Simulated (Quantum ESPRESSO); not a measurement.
# TePb (Pm-3m) in Quantum ESPRESSO: reference runs

Reference runs on TePb: the cell as given and a disturbed copy.

Everything below comes from runs of Quantum ESPRESSO 7.5. Logs are shortened: lines on timing, memory, paths and dates and some standing lists are left out, and cuts for length are marked.

### Step 1. The structure

The structure is cubic, space group Pm-3m (No. 221). The conventional cell has a = 4.002 Å, b = 4.002 Å, c = 4.002 Å, α = 90.00°, β = 90.00°, γ = 90.00°. Pb (site symmetry m-3m) is surrounded by 8 Te at 3.47 Å. Te (site symmetry m-3m) has 8 Pb at 3.47 Å as nearest neighbours.

Measurements of this composition are mostly on another form, of space group No. 225.

### Step 2. Single point, PBE

File pw.in:

```
&CONTROL
  calculation = 'scf'
  prefix = 'pwscf'
  outdir = './tmp'
  pseudo_dir = './pseudo'
  tprnfor = .true.
  tstress = .true.
  disk_io = 'low'
/
&SYSTEM
  ibrav = 0
  nat = 2
  ntyp = 2
  ecutwfc = 55
  ecutrho = 440
  nbnd = 16
  occupations = 'smearing'
  smearing = 'fd'
  degauss = 0.00367493
/
&ELECTRONS
  conv_thr = 4d-10
  electron_maxstep = 120
  mixing_beta = 0.5
/
ATOMIC_SPECIES
Pb   207.2000 Pb.pbe-dn-kjpaw_psl.0.2.2.UPF
Te   127.6000 Te_pbe_v1.uspp.F.UPF
CELL_PARAMETERS angstrom
   4.0022870000    0.0000000000    0.0000000000
   0.0000000000    4.0022870000    0.0000000000
   0.0000000000    0.0000000000    4.0022870000
ATOMIC_POSITIONS crystal
Pb     0.0000000000    0.0000000000    0.0000000000
Te     0.5000000000    0.5000000000    0.5000000000
K_POINTS automatic
7 7 7 0 0 0
```

File pp_density.in:

```
&INPUTPP
  prefix = 'pwscf'
  outdir = './tmp'
  filplot = 'density.dat'
  plot_num = 0
/
&PLOT
  nfile = 1
  filepp(1) = 'density.dat'
  iflag = 3
  output_format = 6
  fileout = 'density.cube'
/
```

File pp_potential.in:

```
&INPUTPP
  prefix = 'pwscf'
  outdir = './tmp'
  filplot = 'potential.dat'
  plot_num = 11
/
&PLOT
  nfile = 1
  filepp(1) = 'potential.dat'
  iflag = 3
  output_format = 6
  fileout = 'potential.cube'
/
```

Potentials or basis: SSSP 1.3 efficiency PBE.

Started as:

```sh
OMP_NUM_THREADS=1 pw.x -in pw.in > pw.out
OMP_NUM_THREADS=1 pp.x -in pp_density.in > pp_density.out
OMP_NUM_THREADS=1 pp.x -in pp_potential.in > pp_potential.out
```

pw.out:

```text
This program is part of the open-source Quantum ESPRESSO suite
     for quantum simulation of materials; please cite
         "P. Giannozzi et al., J. Phys.:Condens. Matter 21 395502 (2009);
         "P. Giannozzi et al., J. Phys.:Condens. Matter 29 465901 (2017);
         "P. Giannozzi et al., J. Chem. Phys. 152 154105 (2020);
     in publications or presentations arising from this work. More details at

     file Pb.pbe-dn-kjpaw_psl.0.2.2.UPF: wavefunction(s)  6S renormalized
     Message from routine setup:
     using ibrav=0 with symmetry is DISCOURAGED, use correct ibrav instead

     G-vector sticks info
     --------------------
     sticks:   dense  smooth     PW     G-vecs:    dense   smooth      PW
     Sum        2009     997    293                67451    23847    3791

     Using Slab Decomposition

     bravais-lattice index     =            0
     lattice parameter (alat)  =       7.5632  a.u.
     unit-cell volume          =     432.6346 (a.u.)^3
     number of atoms/cell      =            2
     number of atomic types    =            2
     number of electrons       =        20.00
     number of Kohn-Sham states=           16
     kinetic-energy cutoff     =      55.0000  Ry
     charge density cutoff     =     440.0000  Ry
     scf convergence threshold =      4.0E-10
     mixing beta               =       0.5000
     number of iterations used =            8  plain     mixing
     Exchange-correlation= SLA  PW   PBE  PBE
                           (   1   4   3   4   0   0   0)

     celldm(1)=   7.563226  celldm(2)=   0.000000  celldm(3)=   0.000000
     celldm(4)=   0.000000  celldm(5)=   0.000000  celldm(6)=   0.000000

     crystal axes: (cart. coord. in units of alat)
               a(1) = (   1.000000   0.000000   0.000000 )
               a(2) = (   0.000000   1.000000   0.000000 )
               a(3) = (   0.000000   0.000000   1.000000 )

     reciprocal axes: (cart. coord. in units 2 pi/alat)
               b(1) = (  1.000000  0.000000  0.000000 )
               b(2) = (  0.000000  1.000000  0.000000 )
               b(3) = (  0.000000  0.000000  1.000000 )

     PseudoPot. # 1 for Pb read from file:
     Pb.pbe-dn-kjpaw_psl.0.2.2.UPF
     Pseudo is Projector augmented-wave + core cor, Zval = 14.0
     Generated using "atomic" code by A. Dal Corso  v.5.0.99 svn rev. 10869
     Shape of augmentation charge: PSQ
     Using radial grid of 1281 points,  6 beta functions with:
                l(1) =   0
                l(2) =   0
                l(3) =   1
                l(4) =   1
                l(5) =   2
                l(6) =   2
     Q(r) pseudized with 0 coefficients

     PseudoPot. # 2 for Te read from file:
     Te_pbe_v1.uspp.F.UPF
     Pseudo is Ultrasoft + core correction, Zval =  6.0
     Generated by new atomic code, or converted to UPF format
     Using radial grid of  891 points,  5 beta functions with:
                l(1) =   0
                l(2) =   0
                l(3) =   1
                l(4) =   1
                l(5) =   2
     Q(r) pseudized with  6 coefficients,  rinner =    1.800   1.800   1.800
                                                       1.800   1.800

     atomic species   valence    mass     pseudopotential
     Pb               14.00   207.20000     Pb( 1.00)
     Te                6.00   127.60000     Te( 1.00)

     48 Sym. Ops., with inversion, found

   Cartesian axes

     site n.     atom                  positions (alat units)
         1        Pb     tau(   1) = (   0.0000000   0.0000000   0.0000000  )
         2        Te     tau(   2) = (   0.5000000   0.5000000   0.5000000  )

     number of k points=    20  Fermi-Dirac smearing, width (Ry)=  0.0037
                       cart. coord. in units 2pi/alat
        k(    1) = (   0.0000000   0.0000000   0.0000000), wk =   0.0058309
        k(    2) = (   0.0000000   0.0000000   0.1428571), wk =   0.0349854
        k(    3) = (   0.0000000   0.0000000   0.2857143), wk =   0.0349854
        k(    4) = (   0.0000000   0.0000000   0.4285714), wk =   0.0349854
        k(    5) = (   0.0000000   0.1428571   0.1428571), wk =   0.0699708
        k(    6) = (   0.0000000   0.1428571   0.2857143), wk =   0.1399417
[... 12 lines left out ...]
        k(   19) = (   0.2857143   0.4285714   0.4285714), wk =   0.1399417
        k(   20) = (   0.4285714   0.4285714   0.4285714), wk =   0.0466472

     Dense  grid:    67451 G-vectors     FFT dimensions: (  54,  54,  54)

     Smooth grid:    23847 G-vectors     FFT dimensions: (  36,  36,  36)

     Initial potential from superposition of free atoms

     starting charge      19.9974, renormalised to      20.0000
     Starting wfcs are   13 randomized atomic wfcs +    3 random wfcs

     Self-consistent Calculation

     iteration #  1     ecut=    55.00 Ry     beta= 0.50
     Davidson diagonalization with overlap
     ethr =  1.00E-02,  avg # of iterations =  5.2

     Threshold (ethr) on eigenvalues was too large:
     Diagonalizing with lowered threshold

     Davidson diagonalization with overlap
     ethr =  2.92E-04,  avg # of iterations =  5.6

     total energy              =    -897.06088134 Ry
     estimated scf accuracy    <       0.05761416 Ry

     iteration #  2     ecut=    55.00 Ry     beta= 0.50
     Davidson diagonalization with overlap
     ethr =  2.88E-04,  avg # of iterations =  2.1

     total energy              =    -897.07556999 Ry
     estimated scf accuracy    <       0.01685726 Ry

     iteration #  3     ecut=    55.00 Ry     beta= 0.50
     Davidson diagonalization with overlap
     ethr =  8.43E-05,  avg # of iterations =  3.6

     total energy              =    -897.08019919 Ry
     estimated scf accuracy    <       0.00091126 Ry

     iteration #  4     ecut=    55.00 Ry     beta= 0.50
     Davidson diagonalization with overlap
     c_bands:  1 eigenvalues not converged
     ethr =  4.56E-06,  avg # of iterations =  7.7

     total energy              =    -897.08125392 Ry
     estimated scf accuracy    <       0.00031195 Ry

     iteration #  5     ecut=    55.00 Ry     beta= 0.50
     Davidson diagonalization with overlap
     ethr =  1.56E-06,  avg # of iterations =  3.4

     total energy              =    -897.08127640 Ry
     estimated scf accuracy    <       0.00033852 Ry

     iteration #  6     ecut=    55.00 Ry     beta= 0.50
     Davidson diagonalization with overlap
     ethr =  1.56E-06,  avg # of iterations =  1.8

     total energy              =    -897.08134494 Ry
     estimated scf accuracy    <       0.00001317 Ry

     iteration #  7     ecut=    55.00 Ry     beta= 0.50
     Davidson diagonalization with overlap
     ethr =  6.59E-08,  avg # of iterations =  5.8

     total energy              =    -897.08135514 Ry
     estimated scf accuracy    <       0.00002766 Ry

     iteration #  8     ecut=    55.00 Ry     beta= 0.50
     Davidson diagonalization with overlap
     ethr =  6.59E-08,  avg # of iterations =  1.9

     total energy              =    -897.08135790 Ry
     estimated scf accuracy    <       0.00000122 Ry

     iteration #  9     ecut=    55.00 Ry     beta= 0.50
     Davidson diagonalization with overlap
     ethr =  6.10E-09,  avg # of iterations =  4.7

     total energy              =    -897.08135843 Ry
     estimated scf accuracy    <       0.00000005 Ry

     iteration # 10     ecut=    55.00 Ry     beta= 0.50
     Davidson diagonalization with overlap
     ethr =  2.39E-10,  avg # of iterations =  6.2

     total energy              =    -897.08135842 Ry
     estimated scf accuracy    <       0.00000051 Ry

     iteration # 11     ecut=    55.00 Ry     beta= 0.50
     Davidson diagonalization with overlap
     ethr =  2.39E-10,  avg # of iterations =  2.5

     total energy              =    -897.08135845 Ry
     estimated scf accuracy    <       0.00000004 Ry

     iteration # 12     ecut=    55.00 Ry     beta= 0.50
     Davidson diagonalization with overlap
     ethr =  1.97E-10,  avg # of iterations =  4.5

     total energy              =    -897.08135847 Ry
     estimated scf accuracy    <       0.00000004 Ry

     iteration # 13     ecut=    55.00 Ry     beta= 0.50
     Davidson diagonalization with overlap
     ethr =  1.97E-10,  avg # of iterations =  2.0

     End of self-consistent calculation

          k = 0.0000 0.0000 0.0000 (  2945 PWs)   bands (ev):

    -8.8395  -8.8395  -8.7567  -8.7567  -8.7567  -3.8461   1.5311   6.7658
     6.7658   6.7658  12.2775  12.2775  13.5741  13.5741  13.5741  18.2697

          k = 0.0000 0.0000 0.1429 (  2970 PWs)   bands (ev):

    -8.8388  -8.8265  -8.7614  -8.7614  -8.7562  -3.6846   1.2008   6.6227
     6.9446   6.9446  12.2014  12.4315  13.0491  13.0491  13.5742  18.7304

          k = 0.0000 0.0000 0.2857 (  2982 PWs)   bands (ev):

    -8.8372  -8.7974  -8.7720  -8.7720  -8.7553  -3.2270   0.3446   6.7072
     7.4412   7.4412  10.4309  11.8716  11.8716  12.8785  15.9591  16.8766

          k = 0.0000 0.0000 0.4286 (  2950 PWs)   bands (ev):

    -8.8360  -8.7803  -8.7803  -8.7741  -8.7545  -2.6409  -0.5605   7.3025
     8.0422   8.0422   8.8662  10.8057  10.8057  13.4921  15.5551  19.0777

          k = 0.0000 0.1429 0.1429 (  2973 PWs)   bands (ev):

    -8.8321  -8.8195  -8.7669  -8.7613  -8.7604  -3.5252   0.9945   5.9617
     7.1142   7.5262  11.1200  12.7248  12.8987  13.1458  14.1992  17.4563

          k = 0.0000 0.1429 0.2857 (  2984 PWs)   bands (ev):

    -8.8283  -8.7923  -8.7791  -8.7712  -8.7597  -3.0772   0.3514   5.6811
     7.5799   7.9211   9.6750  11.8467  12.3267  13.7103  16.2069  16.9436

          k = 0.0000 0.1429 0.4286 (  2967 PWs)   bands (ev):

    -8.8268  -8.7889  -8.7794  -8.7691  -8.7588  -2.5157  -0.4278   6.1585
     7.1841   8.1239   9.6931  10.9561  11.2148  14.2292  16.4133  18.1703

          k = 0.0000 0.2857 0.2857 (  2973 PWs)   bands (ev):

    -8.8160  -8.7951  -8.7732  -8.7702  -8.7689  -2.6677   0.2430   4.7477
     6.9982   7.9437   9.8019  11.6693  12.5240  14.9470  16.2036  16.6679

          k = 0.0000 0.2857 0.4286 (  2968 PWs)   bands (ev):

    -8.8113  -8.8077  -8.7774  -8.7682  -8.7527  -2.1956  -0.0847   4.7439
     5.6510   8.3220  10.6583  11.3459  11.8288  15.1678  16.4730  16.6938
[... 26 lines left out ...]
          k = 0.1429 0.2857 0.4286 (  2978 PWs)   bands (ev):

    -8.8058  -8.7980  -8.7842  -8.7738  -8.7516  -2.0980   0.0396   4.8851
     5.6924   7.3669   9.6073  11.1582  12.2050  15.5936  16.1732  17.0327

          k = 0.1429 0.4286 0.4286 (  2998 PWs)   bands (ev):

    -8.8197  -8.7897  -8.7822  -8.7818  -8.7344  -1.8087   0.3722   4.2338
     4.5822   7.7193   9.9995  11.0020  11.5081  15.4283  16.5586  17.3403

          k = 0.2857 0.2857 0.2857 (  2998 PWs)   bands (ev):

    -8.7939  -8.7872  -8.7872  -8.7715  -8.7715  -2.2036   0.3812   5.5158
     5.5158   6.4262   9.8709   9.8709  11.8043  16.3422  17.3377  17.3377

          k = 0.2857 0.2857 0.4286 (  2989 PWs)   bands (ev):

    -8.8035  -8.7971  -8.7861  -8.7707  -8.7470  -1.8562   0.3629   5.0915
     5.5648   6.3038   8.4525  10.1345  11.2432  16.7848  17.8107  17.9169

          k = 0.2857 0.4286 0.4286 (  2986 PWs)   bands (ev):

    -8.8129  -8.7962  -8.7956  -8.7584  -8.7337  -1.6325   0.6871   4.8293
     5.0125   6.4846   8.3288   9.2009   9.9370  17.7742  18.9758  19.4634

          k = 0.4286 0.4286 0.4286 (  2992 PWs)   bands (ev):

    -8.8084  -8.8065  -8.8065  -8.7332  -8.7332  -1.4754   1.0015   5.3970
     5.6834   5.6834   7.6824   7.6824   8.4583  20.1946  20.9007  20.9007

     the Fermi energy is     8.3102 ev

!    total energy              =    -897.08135847 Ry
     estimated scf accuracy    <          3.9E-10 Ry
     smearing contrib. (-TS)   =      -0.00103520 Ry
     internal energy E=F+TS    =    -897.08032327 Ry

     The total energy is F=E-TS. E is the sum of the following terms:
     one-electron contribution =     -38.49175461 Ry
     hartree contribution      =      33.43529687 Ry
     xc contribution           =     -58.74165835 Ry
     ewald contribution        =    -104.84655973 Ry
     one-center paw contrib.   =    -728.43564746 Ry

     convergence has been achieved in  13 iterations

     Forces acting on atoms (cartesian axes, Ry/au):

     atom    1 type  1   force =     0.00000000    0.00000000    0.00000000
     atom    2 type  2   force =     0.00000000    0.00000000    0.00000000

     Total force =     0.000000     Total SCF correction =     0.000000

     Computing stress (Cartesian axis) and pressure

          total   stress  (Ry/bohr**3)                   (kbar)     P=       -1.39
  -0.00000948   0.00000000   0.00000000           -1.39        0.00        0.00
   0.00000000  -0.00000948   0.00000000            0.00       -1.39        0.00
   0.00000000   0.00000000  -0.00000948            0.00        0.00       -1.39

=------------------------------------------------------------------------------=
   JOB DONE.
=------------------------------------------------------------------------------=
```

Run time: 46 s. Hardware: 1 thread of Intel Xeon at 2.70GHz, shared host; peak memory 0.29 GiB.

Results:

```yaml
Free_energy: -12205.4137 eV
Pressure: -0.1 GPa
Band_gap_on_the_k_mesh: none (metal or under the smearing width)
```

The run has no spin-orbit coupling, so splittings on Pb, Te are missing.

### Step 3. Single point, PBE (atoms moved at random, drawn with an rms of 0.05 Å)

pw.in: that of step 2 with these lines changed.

```diff
@@ -7,3 +7,3 @@
   tstress = .true.
-  disk_io = 'low'
+  disk_io = 'nowf'
 /
@@ -33,4 +33,4 @@
 ATOMIC_POSITIONS crystal
-Pb     0.0000000000    0.0000000000    0.0000000000
-Te     0.5000000000    0.5000000000    0.5000000000
+Pb    -0.0096090000    0.0075940000   -0.0102770000
+Te     0.4833350000    0.4970930000    0.4993410000
 K_POINTS automatic
```

Potentials or basis: SSSP 1.3 efficiency PBE.

Started as:

```sh
OMP_NUM_THREADS=1 pw.x -in pw.in > pw.out
```

pw.out:

```text
This program is part of the open-source Quantum ESPRESSO suite
     for quantum simulation of materials; please cite
         "P. Giannozzi et al., J. Phys.:Condens. Matter 21 395502 (2009);
         "P. Giannozzi et al., J. Phys.:Condens. Matter 29 465901 (2017);
         "P. Giannozzi et al., J. Chem. Phys. 152 154105 (2020);
     in publications or presentations arising from this work. More details at

     file Pb.pbe-dn-kjpaw_psl.0.2.2.UPF: wavefunction(s)  6S renormalized

     G-vector sticks info
     --------------------
     sticks:   dense  smooth     PW     G-vecs:    dense   smooth      PW
     Sum        2009     997    293                67451    23847    3791

     Using Slab Decomposition

     bravais-lattice index     =            0
     lattice parameter (alat)  =       7.5632  a.u.
     unit-cell volume          =     432.6346 (a.u.)^3
     number of atoms/cell      =            2
     number of atomic types    =            2
     number of electrons       =        20.00
     number of Kohn-Sham states=           16
     kinetic-energy cutoff     =      55.0000  Ry
     charge density cutoff     =     440.0000  Ry
     scf convergence threshold =      4.0E-10
     mixing beta               =       0.5000
     number of iterations used =            8  plain     mixing
     Exchange-correlation= SLA  PW   PBE  PBE
                           (   1   4   3   4   0   0   0)

     celldm(1)=   7.563226  celldm(2)=   0.000000  celldm(3)=   0.000000
     celldm(4)=   0.000000  celldm(5)=   0.000000  celldm(6)=   0.000000

     crystal axes: (cart. coord. in units of alat)
[... 46 lines left out ...]
         2        Te     tau(   2) = (   0.4833350   0.4970930   0.4993410  )

     number of k points=   172  Fermi-Dirac smearing, width (Ry)=  0.0037

     Number of k-points >= 100: set verbosity='high' to print them.

     Dense  grid:    67451 G-vectors     FFT dimensions: (  54,  54,  54)

     Smooth grid:    23847 G-vectors     FFT dimensions: (  36,  36,  36)

     Initial potential from superposition of free atoms

     starting charge      19.9974, renormalised to      20.0000
     Starting wfcs are   13 randomized atomic wfcs +    3 random wfcs

     Self-consistent Calculation

     iteration #  1     ecut=    55.00 Ry     beta= 0.50
     Davidson diagonalization with overlap
     ethr =  1.00E-02,  avg # of iterations =  5.1

     Threshold (ethr) on eigenvalues was too large:
     Diagonalizing with lowered threshold

     Davidson diagonalization with overlap
     ethr =  2.91E-04,  avg # of iterations =  5.8

     total energy              =    -897.06123640 Ry
     estimated scf accuracy    <       0.05724709 Ry
[... 102 lines left out ...]
     iteration # 14     ecut=    55.00 Ry     beta= 0.50
     Davidson diagonalization with overlap
     ethr =  1.41E-11,  avg # of iterations =  2.2

     End of self-consistent calculation

     Number of k-points >= 100: set verbosity='high' to print the bands.

     the Fermi energy is     8.3098 ev

!    total energy              =    -897.08144299 Ry
     estimated scf accuracy    <          4.7E-11 Ry
     smearing contrib. (-TS)   =      -0.00101798 Ry
     internal energy E=F+TS    =    -897.08042502 Ry

     The total energy is F=E-TS. E is the sum of the following terms:
     one-electron contribution =     -38.51505101 Ry
     hartree contribution      =      33.44759400 Ry
     xc contribution           =     -58.74251113 Ry
     ewald contribution        =    -104.83480467 Ry
     one-center paw contrib.   =    -728.43565221 Ry

     convergence has been achieved in  14 iterations

     Forces acting on atoms (cartesian axes, Ry/au):

     atom    1 type  1   force =     0.00061414    0.00091321   -0.00083668
     atom    2 type  2   force =    -0.00061414   -0.00091321    0.00083668

     Total force =     0.001955     Total SCF correction =     0.000000

     Computing stress (Cartesian axis) and pressure

          total   stress  (Ry/bohr**3)                   (kbar)     P=       -0.97
  -0.00000674   0.00000096  -0.00000088           -0.99        0.14       -0.13
   0.00000096  -0.00000652  -0.00000130            0.14       -0.96       -0.19
  -0.00000088  -0.00000130  -0.00000659           -0.13       -0.19       -0.97

=------------------------------------------------------------------------------=
   JOB DONE.
=------------------------------------------------------------------------------=
```

It took 3.1 min on 1 thread of Intel Xeon at 2.70GHz, shared host; peak memory 0.39 GiB.

What came out:

```
Free energy            : -12205.4148 eV
Pressure               : -0.1 GPa
Largest force          : 0.036 eV/Å
Band gap on the k mesh : none (metal or under the smearing width)
```

Forces in eV/Å, atoms in the order of the input:
```
Pb   0.016  0.023 -0.022
Te  -0.016 -0.023  0.022
```
